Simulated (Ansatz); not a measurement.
Free-standing sheet of P, cell area 14.632 Å²:

```yaml
crystal:
  lattice:
    - [3.29619, 0.00000, 0.00000]
    - [0.00000, 4.43916, 0.00000]
    - [0.00000, 0.00000, 30.33671]
  periodic: [true, true, false]
  atoms:
    - { symbol: P, position: [0.50000, 0.91750, 0.46501] }
    - { symbol: P, position: [0.00000, 0.58250, 0.46501] }
    - { symbol: P, position: [0.50000, 0.08250, 0.53499] }
    - { symbol: P, position: [0.00000, 0.41750, 0.53499] }
```

Theory: DFT PBE+D3(BJ), scalar-relativistic, plane waves, PAW in Ansatz 0.2.0. Plane waves to 420 eV, a k mesh through Γ of 10×8×1 on the computed 4-atom cell and Gaussian smearing (0.02 eV); no spin polarisation. No periodic images along c.

In an external field along +c, atoms held, its energy changes by -7.419 meV a cell at +0.2 V/Å and by -7.419 meV at −0.2 V/Å.

(1) What dipole and polarisability along c does the sheet have?

(2) What thickness does that polarisability stand for?

(3) Predict the energy change at +0.35 V/Å.

Answers

(1) ΔE = −pF − αF²/2. The odd part gives p = −[ΔE(+F) − ΔE(−F)]/(2F) = 0.0000 e·Å a cell (none within the accuracy). The even part gives α = −[ΔE(+F) + ΔE(−F)]/F² = 0.3709 e·Å²/V.

(2) α/(ε0·A) = 0.3709 × 180.95/14.632 = 4.59 Å. For a slab of thickness t and dielectric constant ε this equals t(1 − 1/ε), so it is the thickness over which the sheet would screen the field wholly.

(3) −p·0.35 − α·0.35²/2 = -22.72 meV; the calculation gives -22.73 meV, so the response is still linear.

Cost: 4 runs of about 5.2 core-minutes in all, on Intel Xeon Processor @ 2.70GHz, Intel Xeon Processor @ 2.50GHz (Skylake/Cascade Lake) (shared hosts).